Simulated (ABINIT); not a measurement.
# CuO (Tenorite) (C2/c) in ABINIT: notebook

Runs on CuO (Tenorite). Level: PBE. Tasks: single point.

Everything below comes from runs of ABINIT 10.8.3 (patched build). Logs are shortened: lines on timing, memory, paths and dates and some standing lists are left out, and cuts for length are marked. The log counts tension as positive stress, the text compression.

## Step 1: The structure

The structure is monoclinic, space group C2/c (No. 15). Conventional cell: a = 4.684 Å, b = 3.423 Å, c = 5.129 Å, α = 90.00°, β = 99.54°, γ = 90.00°. Cu (site symmetry -1) has 4 O at 1.95 to 1.96 Å as nearest neighbours. O (site symmetry 2) is surrounded by 4 Cu at 1.95 to 1.96 Å.

## Step 2: Single point, PBE

run.abi

```
# Pseudopotentials
pp_dirpath "./"
pseudos "Cu_ONCV_PBE-1.2.upf, O_ONCV_PBE-1.2.upf"

# Structure
acell 3*1.0
rprim
     4.4254551250    -3.2338883171     0.0000000000
     4.4254551250     3.2338883171     0.0000000000
    -1.6063190351     0.0000000000     9.5579879301
ntypat 2
znucl 29 8
natom 4
typat 1 1 2 2
xred
     0.5000000000     0.0000000000     0.5000000000
     0.0000000000     0.5000000000     0.0000000000
     0.4184000000     0.5816000000     0.7500000000
     0.5816000000     0.4184000000     0.2500000000
chkprim 0
chksymtnons 0
tolsym 1.0e-6

# Plane-wave basis
ecut 42.0

# k points
kptopt 1
ngkpt 8 8 4
nshiftk 1
shiftk 0.0 0.0 0.0

# Exchange and correlation
ixc 11

# Bands and occupations
nband 30
occopt 3
tsmear 0.05 eV

# SCF cycle
nstep 100
tolvrs 1.0e-10

# Output
iomode 3
prtwf 0
prteig 0
prtebands 0
prtden 1
prtvha 1
prtvclmb 1
prtpot 1
prtelf 1
```

Potentials or basis: SG15 NC PBE v1.2.

Launch:

```sh
abinit run.abi > log 2>&1
```

run.abo:

```text
.Version 10.8.3 of ABINIT
 Symmetries : space group C2/c (# 15); Bravais mC (1-face-center monocl.)
================================================================================
 Values of the parameters that define the memory need of the present run
     intxc =       0    ionmov =       0      iscf =       7    lmnmax =       6
     lnmax =       6     mgfft =      60  mpssoang =       3    mqgrid =    3001
     natom =       4  nloc_mem =       1    nspden =       1   nspinor =       1
    nsppol =       1      nsym =       4    n1xccc =       0    ntypat =       2
    occopt =       3   xclevel =       2
       mpw =        3580          nfft =       61440          nkpt =          78
================================================================================
================================================================================

--------------------------------------------------------------------------------
------------- Echo of variables that govern the present computation ------------
--------------------------------------------------------------------------------
 -outvars: echo values of preprocessed input variables --------
            acell      1.0000000000E+00  1.0000000000E+00  1.0000000000E+00 Bohr
              amu      6.35460000E+01  1.59994000E+01
          chkprim           0
      chksymtnons           0
             ecut      4.20000000E+01 Hartree
                       outvar_i_n : Printing only first  50 k-points.
              ixc          11
                       outvar_i_n : Printing only first  50 k-points.
         kptrlatt        8    0    0      0    8    0      0    0    4
          kptrlen      3.87681094E+01
            natom           4
            nband          30
            ngfft          32      32      60
             nkpt          78
            nstep         100
             nsym           4
           ntypat           2
                       prtocc : prtvol=0, do not print more k-points.
           occopt           3
        prtebands           0
           prteig           0
           prtelf           1
           prtpot           1
         prtvclmb           1
           prtvha           1
            prtwf           0
            rprim      4.4254551250E+00 -3.2338883171E+00  0.0000000000E+00
                       4.4254551250E+00  3.2338883171E+00  0.0000000000E+00
                      -1.6063190351E+00  0.0000000000E+00  9.5579879301E+00
          spgroup          15
           tolsym      1.00000000E-06
           tolvrs      1.00000000E-10
           tsmear      1.83746611E-03 Hartree
            typat      1  1  2  2
                       outvars : Printing only first  50 k-points.
           xangst      7.4591128610E-01 -8.5564999943E-01  2.5289346956E+00
                       1.1709249992E+00  8.5564999943E-01  0.0000000000E+00
                       1.7043294288E+00  2.7928415981E-01  3.7934020434E+00
                       2.1293431419E+00 -2.7928415981E-01  1.2644673478E+00
            xcart      1.4095680449E+00 -1.6169441585E+00  4.7789939650E+00
                       2.2127275625E+00  1.6169441585E+00  0.0000000000E+00
                       3.2207158487E+00  5.2777057335E-01  7.1684909476E+00
                       4.0238753662E+00 -5.2777057335E-01  2.3894969825E+00
             xred      5.0000000000E-01 -1.0728731168E-17  5.0000000000E-01
                      -7.0879119052E-18  5.0000000000E-01  0.0000000000E+00
                       4.1840000000E-01  5.8160000000E-01  7.5000000000E-01
                       5.8160000000E-01  4.1840000000E-01  2.5000000000E-01
            znucl       29.00000    8.00000

================================================================================

 chkinp: Checking input parameters for consistency.

================================================================================
== DATASET  1 ==================================================================

--- !DatasetInfo
iteration_state: {dtset: 1, }
dimensions: {natom: 4, nkpt: 78, mband: 30, nsppol: 1, nspinor: 1, nspden: 1, mpw: 3580, }
cutoff_energies: {ecut:  42.0, pawecutdg:  -1.0, }
electrons: {nelect:   5.00000000E+01, charge:   0.00000000E+00, occopt:   3.00000000E+00, tsmear:   1.83746611E-03, }
meta: {optdriver: 0, ionmov: 0, optcell: 0, iscf: 7, paral_kgb: 0, }
...

 Exchange-correlation functional for the present dataset will be:
  GGA: Perdew-Burke-Ernzerhof functional - ixc=11
  J.P.Perdew, K.Burke, M.Ernzerhof, PRL 77, 3865 (1996)

 Real(R)+Recip(G) space primitive vectors, cartesian coordinates (Bohr,Bohr^-1):
 R(1)=  4.4254551 -3.2338883  0.0000000  G(1)=  0.1129827 -0.1546126  0.0189879
 R(2)=  4.4254551  3.2338883  0.0000000  G(2)=  0.1129827  0.1546126  0.0189879
 R(3)= -1.6063190  0.0000000  9.5579879  G(3)=  0.0000000  0.0000000  0.1046245
 Unit cell volume ucvol=  2.7357691E+02 bohr^3
 Angles (23,13,12)=  9.76901193E+01  9.76901193E+01  7.23147146E+01 degrees

 getcut: wavevector=  0.0000  0.0000  0.0000  ngfft=  32  32  60
         ecut(hartree)=     42.000   => boxcut(ratio)=   2.00133

--- Pseudopotential description ------------------------------------------------
- pspini: atom type   1  psp file is ./Cu_ONCV_PBE-1.2.upf
12 -101130 2 -1 602                           pspcod,pspxc,lmax,lloc,mmax
     nproj     2     2     2

- pspini: atom type   2  psp file is ./O_ONCV_PBE-1.2.upf
12 -101130 1 -1 602                           pspcod,pspxc,lmax,lloc,mmax
     nproj     2     2     0

   3.63525848E+03                                ecore*ucvol(ha*bohr**3)
--------------------------------------------------------------------------------

================================================================================

--- !BeginCycle
iteration_state: {dtset: 1, }
solver: {iscf: 7, nstep: 100, nline: 4, wfoptalg: 0, }
tolerances: {tolvrs: 1.00E-10, }
...

     iter   Etot(hartree)      deltaE(h)  residm     vres2
 ETOT  1  -395.68125310930    -3.957E+02 4.828E-01 1.265E+03
 ETOT  2  -395.18367397055     4.976E-01 8.901E-02 6.574E+03
 ETOT  3  -397.00533032559    -1.822E+00 2.587E-02 2.890E+02
 ETOT  4  -397.08302964850    -7.770E-02 2.355E-02 2.233E+01
 ETOT  5  -397.08851554089    -5.486E-03 1.902E-03 3.558E+00
 ETOT  6  -397.08931678746    -8.012E-04 1.346E-03 8.497E-01
 ETOT  7  -397.08956206140    -2.453E-04 9.183E-04 6.014E-02
 ETOT  8  -397.08958044652    -1.839E-05 6.944E-04 3.406E-04
 ETOT  9  -397.08958055498    -1.085E-07 5.328E-04 7.919E-07
 ETOT 10  -397.08958055529    -3.002E-10 3.632E-04 4.552E-08
 ETOT 11  -397.08958055530    -1.762E-11 2.512E-04 9.973E-10
 ETOT 12  -397.08958055530     4.093E-12 2.605E-04 6.041E-11

 At SCF step   12       vres2   =  6.04E-11 < tolvrs=  1.00E-10 =>converged.

 Compute ELF
--------------------------------------------------------------------------------

 Compute kinetic energy density

 Compute gradient of the electron density
 Electron Localization Function (ELF) [min:0;max:1]
)     Maximum=    8.5982E-01  at reduced coord.    0.5938    0.5625    0.8167
)     Minimum=    6.5446E-04  at reduced coord.    0.5938    0.4063    0.2500
   Integrated=    7.4478E+01

--------------------------------------------------------------------------------
 End of ELF section

 Cartesian components of stress tensor (hartree/bohr^3)
  sigma(1 1)= -1.89318699E-04  sigma(3 2)=  0.00000000E+00
  sigma(2 2)= -2.29950389E-04  sigma(3 1)=  3.46049720E-05
  sigma(3 3)= -1.67265775E-04  sigma(2 1)=  0.00000000E+00

--- !ResultsGS
iteration_state: {dtset: 1, }
comment   : Summary of ground state results
lattice_vectors:
- [  4.4254551,  -3.2338883,   0.0000000, ]
- [  4.4254551,   3.2338883,   0.0000000, ]
- [ -1.6063190,   0.0000000,   9.5579879, ]
lattice_lengths: [   5.48112,    5.48112,    9.69203, ]
lattice_angles: [ 97.690,  97.690,  72.315, ] # degrees, (23, 13, 12)
lattice_volume:   2.7357691E+02
convergence: {deltae:  4.093E-12, res2:  6.041E-11, residm:  2.605E-04, diffor: null, }
etotal    :  -3.97089581E+02
entropy   :   0.00000000E+00
fermie    :   1.99649447E-01
cartesian_stress_tensor: # hartree/bohr^3
- [ -1.89318699E-04,   0.00000000E+00,   3.46049720E-05, ]
- [  0.00000000E+00,  -2.29950389E-04,   0.00000000E+00, ]
- [  3.46049720E-05,   0.00000000E+00,  -1.67265775E-04, ]
pressure_GPa:   5.7522E+00
xred      :
- [  5.0000E-01,  -1.0729E-17,   5.0000E-01, Cu]
- [ -7.0879E-18,   5.0000E-01,   0.0000E+00, Cu]
- [  4.1840E-01,   5.8160E-01,   7.5000E-01,  O]
- [  5.8160E-01,   4.1840E-01,   2.5000E-01,  O]
cartesian_forces: # hartree/bohr
- [ -0.00000000E+00,  -0.00000000E+00,   8.51133142E-32, ]
- [ -0.00000000E+00,  -0.00000000E+00,   8.51133142E-32, ]
- [  1.01155040E-19,  -5.07485628E-03,   1.05337406E-20, ]
- [ -1.01155040E-19,   5.07485628E-03,  -1.05337406E-20, ]
force_length_stats: {min:   8.51133142E-32, max:   5.07485628E-03, mean:   2.53742814E-03, }
...

 Integrated electronic density in atomic spheres:
 ------------------------------------------------
 Atom  Sphere_radius  Integrated_density
    1        2.00000         17.32113850
    2        2.00000         17.32113850
    3        2.00000          6.19714061
    4        2.00000          6.19714061
================================================================================

 ----iterations are completed or convergence reached----

 Mean square residual over all n,k,spin=   27.033E-08; max=  26.046E-05
 reduced coordinates (array xred) for    4 atoms
       0.500000000000     -0.000000000000      0.500000000000
      -0.000000000000      0.500000000000      0.000000000000
       0.418400000000      0.581600000000      0.750000000000
       0.581600000000      0.418400000000      0.250000000000
 rms dE/dt=  9.4752E-03; max dE/dt=  1.6412E-02; dE/dt below (all hartree)
    1       0.000000000000      0.000000000000      0.000000000000
    2       0.000000000000      0.000000000000      0.000000000000
    3      -0.016411518422      0.016411518422      0.000000000000
    4       0.016411518422     -0.016411518422      0.000000000000

 cartesian coordinates (angstrom) at end:
    1      0.74591128609860    -0.85564999942690     2.52893469563177
    2      1.17092499921757     0.85564999942690     0.00000000000000
    3      1.70432942875669     0.27928415981294     3.79340204344765
    4      2.12934314187566    -0.27928415981294     1.26446734781588

 cartesian forces (hartree/bohr) at end:
    1     -0.00000000000000    -0.00000000000000     0.00000000000000
    2     -0.00000000000000    -0.00000000000000     0.00000000000000
    3      0.00000000000000    -0.00507485627617     0.00000000000000
    4     -0.00000000000000     0.00507485627617    -0.00000000000000
 frms,max,avg= 2.0718014E-03 5.0748563E-03   0.000E+00  0.000E+00  0.000E+00 h/b

 cartesian forces (eV/Angstrom) at end:
    1     -0.00000000000000    -0.00000000000000     0.00000000000000
    2     -0.00000000000000    -0.00000000000000     0.00000000000000
    3      0.00000000000000    -0.26095960204273     0.00000000000000
    4     -0.00000000000000     0.26095960204273    -0.00000000000000
 frms,max,avg= 1.0653631E-01 2.6095960E-01   0.000E+00  0.000E+00  0.000E+00 e/A
 length scales=  1.000000000000  1.000000000000  1.000000000000 bohr
              =  0.529177210544  0.529177210544  0.529177210544 angstroms
 Fermi (or HOMO) energy (hartree) =   0.19965   Average Vxc (hartree)=  -0.44917
 Eigenvalues (hartree) for nkpt=  78  k points:
 kpt#   1, nband= 30, wtk=  0.00391, kpt=  0.0000  0.0000  0.0000 (reduced coord)
  -3.93624   -3.93622   -2.37679   -2.37678   -2.37519   -2.37489   -2.35879   -2.35877
  -0.53159   -0.48260   -0.09949   -0.00530    0.00971    0.07971    0.08609    0.08623
   0.08895    0.09240    0.10204    0.10554    0.11368    0.11997    0.12244    0.14067
   0.20732    0.23354    0.26395    0.42383    0.50033    0.69449
      occupation numbers for kpt#   1
   2.00000    2.00000    2.00000    2.00000    2.00000    2.00000    2.00000    2.00000
   2.00000    2.00000    2.00000    2.00000    2.00000    2.00000    2.00000    2.00000
   2.00000    2.00000    2.00000    2.00000    2.00000    2.00000    2.00000    2.00000
   0.03032    0.00000    0.00000    0.00000    0.00000    0.00000
 prteigrs : prtvol=0 or 1, do not print more k-points.

--- !EnergyTerms
iteration_state     : {dtset: 1, }
comment             : Components of total free energy in Hartree
kinetic             :  1.89588199156621E+02
hartree             :  1.30657114499696E+02
xc                  : -4.18386996600506E+01
Ewald energy        : -2.48584466499543E+02
psp_core            :  1.32878851121667E+01
local_psp           : -3.14735427099024E+02
non_local_psp       : -1.25463528232934E+02
internal            : -3.97088922723068E+02
'-kT*entropy'       : -6.57832230139959E-04
total_energy        : -3.97089580555299E+02
total_energy_eV     : -1.08053579507448E+04
band_energy         : -4.38402067759188E+01
...

 Cartesian components of stress tensor (hartree/bohr^3)
  sigma(1 1)= -1.89318699E-04  sigma(3 2)=  0.00000000E+00
  sigma(2 2)= -2.29950389E-04  sigma(3 1)=  3.46049720E-05
  sigma(3 3)= -1.67265775E-04  sigma(2 1)=  0.00000000E+00

-Cartesian components of stress tensor (GPa)         [Pressure=  5.7522E+00 GPa]
- sigma(1 1)= -5.56994844E+00  sigma(3 2)=  0.00000000E+00
- sigma(2 2)= -6.76537401E+00  sigma(3 1)=  1.01811343E+00
- sigma(3 3)= -4.92112900E+00  sigma(2 1)=  0.00000000E+00

== END DATASET(S) ==============================================================
================================================================================

 -outvars: echo values of variables after computation  --------
            acell      1.0000000000E+00  1.0000000000E+00  1.0000000000E+00 Bohr
           etotal     -3.9708958056E+02
            fcart     -0.0000000000E+00 -0.0000000000E+00  8.5113314163E-32
                      -0.0000000000E+00 -0.0000000000E+00  8.5113314163E-32
                       1.0115503955E-19 -5.0748562762E-03  1.0533740612E-20
                      -1.0115503955E-19  5.0748562762E-03 -1.0533740612E-20
            rprim      4.4254551250E+00 -3.2338883171E+00  0.0000000000E+00
                       4.4254551250E+00  3.2338883171E+00  0.0000000000E+00
                      -1.6063190351E+00  0.0000000000E+00  9.5579879301E+00
           strten     -1.8931869930E-04 -2.2995038882E-04 -1.6726577494E-04
                       0.0000000000E+00  3.4604972003E-05  0.0000000000E+00
           xangst      7.4591128610E-01 -8.5564999943E-01  2.5289346956E+00
                       1.1709249992E+00  8.5564999943E-01  0.0000000000E+00
                       1.7043294288E+00  2.7928415981E-01  3.7934020434E+00
                       2.1293431419E+00 -2.7928415981E-01  1.2644673478E+00
             xred      5.0000000000E-01 -1.0728731168E-17  5.0000000000E-01
                      -7.0879119052E-18  5.0000000000E-01  0.0000000000E+00
                       4.1840000000E-01  5.8160000000E-01  7.5000000000E-01
                       5.8160000000E-01  4.1840000000E-01  2.5000000000E-01
 Calculation completed.
```

It took 5 min on 1 thread of Arm Neoverse V1, shared host; peak memory 0.19 GiB.

Results:

- Free energy: -10805.3580 eV
- Pressure: 5.8 GPa
- Largest force: 0.261 eV/Å
- Band gap on the k mesh: none (metal or under the smearing width)
- Valence electrons inside the program's atomic spheres: Cu 17.32; O 6.20

Forces on the atoms (eV/Å):
```
Cu   0.000  0.000  0.000
Cu   0.000  0.000  0.000
O    0.000 -0.261  0.000
O    0.000  0.261  0.000
```

Caveat: the run has no spin polarisation, though such a crystal can be magnetic; semilocal functionals often make such compounds metallic where correlation or magnetic order opens a gap, which also shifts bond lengths.

## Step 3: Single point, PBE

run.abi: that of step 2 with these lines changed.

```diff
@@ -2,3 +2,3 @@
 pp_dirpath "./"
-pseudos "Cu_ONCV_PBE-1.2.upf, O_ONCV_PBE-1.2.upf"
+pseudos "Cu.upf, O.upf"
 
@@ -24,3 +24,3 @@
 # Plane-wave basis
-ecut 42.0
+ecut 46.0
```

Potentials or basis: Ansatz NC PBE.

Launch:

```sh
abinit run.abi > log 2>&1
```

Run time: 7.4 min. Hardware: 1 thread of Arm Neoverse V1, shared host; peak memory 0.21 GiB.

It converged, with:

```
Free energy                                           : -11252.8904 eV
Pressure                                              : 5.7 GPa
Largest force                                         : 0.268 eV/Å
Band gap on the k mesh                                : none (metal or under the smearing width)
Valence electrons inside the program's atomic spheres : Cu 17.31; O 6.20
```

Forces on the atoms (eV/Å):
```
Cu   0.000  0.000  0.000
Cu   0.000  0.000  0.000
O    0.000 -0.268  0.000
O    0.000  0.268  0.000
```

Stress tensor (GPa, compression positive):
```
 5.44  0.00 -1.02
 0.00  6.88  0.00
-1.02  0.00  4.80
```

Levels at points of the mesh, in eV from the Fermi level:
```
           k point  band 21  band 22  band 23  band 24  band 25  band 26  band 27  band 28  band 29  band 30
(0.00, 0.00, 0.00)    -2.34    -2.17    -2.11    -1.61     0.20     0.92     1.70     6.01     8.12    13.35
(0.50, 0.00, 0.00)    -2.00    -1.56    -1.49    -1.36    -0.02     0.23     4.84     6.29     6.92    11.30
(0.50, 0.50, 0.00)    -2.08    -2.08    -1.67    -1.16    -0.62     1.05     3.32     7.07     8.49     9.99
(0.00, 0.00, 0.50)    -2.18    -2.18    -1.49    -1.49     0.22     0.22     3.91     3.91    11.67    11.67
(0.50, 0.00, 0.50)    -2.16    -2.10    -1.68    -1.55    -0.09     0.73     5.09     6.51     8.03     8.55
(0.50, 0.50, 0.50)    -1.62    -1.62    -1.25    -1.25    -0.44    -0.44     5.20     5.20     8.99     8.99
```

Caveat: the run has no spin polarisation, though such a crystal can be magnetic; semilocal functionals often make such compounds metallic where correlation or magnetic order opens a gap, which also shifts bond lengths.

## Step 4: Single point, PBE

run.abi: that of step 3 with these lines changed.

```diff
@@ -2,3 +2,3 @@
 pp_dirpath "./"
-pseudos "Cu.upf, O.upf"
+pseudos "29_Cu_19_1.7_1.9_pbe_n_v1.0.psp8, 08_O_6_1.2_1.4_pbe_n_v1.0.psp8"
 
@@ -24,3 +24,3 @@
 # Plane-wave basis
-ecut 46.0
+ecut 40.0
```

Potentials or basis: SPMS NC PBE v1.0.

Launch:

```sh
abinit run.abi > log 2>&1
```

Wall time 5.3 min (1 thread of Arm Neoverse V1, shared host); peak memory 0.18 GiB.

It converged, with:

```yaml
Free_energy: -10834.0331 eV
Pressure: 6.0 GPa
Largest_force: 0.276 eV/Å
Band_gap_on_the_k_mesh: none (metal or under the smearing width)
Valence_electrons_inside_the_program's_atomic_spheres: Cu 17.29; O 6.21
```

Forces on the atoms (eV/Å):
```
Cu   0.000  0.000  0.000
Cu   0.000  0.000  0.000
O    0.000 -0.276  0.000
O    0.000  0.276  0.000
```

Stress tensor (GPa, compression positive):
```
 5.62  0.00 -1.07
 0.00  7.20  0.00
-1.07  0.00  5.11
```

Levels at points of the mesh, in eV from the Fermi level:
```tsv
k point	band 22	band 23	band 24	band 25	band 26	band 27	band 28	band 29
(0.00, 0.00, 0.00)	-2.13	-2.06	-1.58	0.20	0.92	1.66	5.96	8.06
(0.50, 0.00, 0.00)	-1.52	-1.48	-1.31	-0.02	0.23	4.78	6.23	6.86
(0.50, 0.50, 0.00)	-2.03	-1.64	-1.11	-0.60	1.04	3.26	7.01	8.43
(0.00, 0.00, 0.50)	-2.15	-1.47	-1.47	0.21	0.21	3.86	3.86	11.62
(0.50, 0.00, 0.50)	-2.05	-1.63	-1.51	-0.08	0.73	5.03	6.45	7.98
(0.50, 0.50, 0.50)	-1.59	-1.21	-1.21	-0.43	-0.43	5.15	5.15	8.92
```

Caveat: the run has no spin polarisation, though such a crystal can be magnetic; semilocal functionals often make such compounds metallic where correlation or magnetic order opens a gap, which also shifts bond lengths.

[end of part 1 of 2]
